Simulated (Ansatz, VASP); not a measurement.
One calculation of GaSb, two programs

File POSCAR:

```
GaSb
1.0
    0.0000000000      3.0451184132      3.0451184132
    3.0451184132      0.0000000000      3.0451184132
    3.0451184132      3.0451184132      0.0000000000
Ga Sb
1 1
Direct
    0.0000000000      0.0000000000      0.0000000000
    0.7500000000      0.7500000000      0.7500000000
```

Contents of INCAR.step1:

```
  PREC = Accurate
  ENCUT = 520
  ISMEAR = 0
  SIGMA = 0.05
  LREAL = False
  LASPH = True
  NELM = 60
  NBANDS = 16
  GGA = PE
  ALGO = Normal
  EDIFF = 1E-4
  LWAVE = True
  LCHARG = False
```

File INCAR.step2:

```
  PREC = Accurate
  ENCUT = 520
  EDIFF = 1E-6
  ISMEAR = 0
  SIGMA = 0.05
  LREAL = False
  LASPH = True
  NELM = 60
  ALGO = Normal
  ISIF = 2
  LWAVE = False
  LCHARG = False
  METAGGA = R2SCAN
  LMIXTAU = True
  NBANDS = 16
  ISTART = 1
```

The input KPOINTS:

```
regular mesh
0
Gamma
  6 6 6
```

Input for Ansatz:

```yaml
crystal:
  lattice:
    - [0.0, 3.0451184132, 3.0451184132]
    - [3.0451184132, 0.0, 3.0451184132]
    - [3.0451184132, 3.0451184132, 0.0]
  atoms:
    - { symbol: Ga, position: [0.0, 0.0, 0.0] }
    - { symbol: Sb, position: [0.75, 0.75, 0.75] }
basis:
  ecutwfc: 500
  ecutrho_ratio: 4
kpoints:
  mp_grid: { grid: [6, 6, 6] }
hamiltonian:
  xc: r2scan
scf:
  occupations: { method: gaussian, width: 0.05 }
output:
  forces: true
  stress: true
  eigenvalues: true
```

Alike in both runs: task single point; functional r2SCAN; k mesh 6 × 6 × 6; occupations gaussian, width 0.05 eV; no spin polarisation.

|  | VASP | Ansatz |
| --- | --- | --- |
| version | VASP 6.6.1 | Ansatz 0.2.0 |
| potentials or method | VASP PAW PBE potentials, release 64 (Ga_d, Sb) | scalar-relativistic, plane waves, PAW |
| plane-wave cutoff (eV) | 520 | 500 |
| valence electrons in the cell | 18 | 28 |

|  | VASP | Ansatz | Ansatz less VASP |
| --- | --- | --- | --- |
| gap on the k mesh at the Fermi level (eV) | 0.55 | 0.57 | +0.016 |
| least direct gap on the mesh (eV) | 0.55 | 0.57 | +0.016 |
| pressure (GPa) | 1.2 | 1.1 | -0.10 |

The functional is the same, so the differences come from potentials, cutoffs and numerics. The two sets of potentials don't hold the same shells in valence.

Caveats: the PAW data sets were made with another functional, which shifts forces and pressure a little (VASP); spin-orbit coupling is left out, which moves the levels of the heavy elements. A k mesh can miss the band edges. r2SCAN opens gaps a little over a GGA but as a rule still falls short of measured ones.
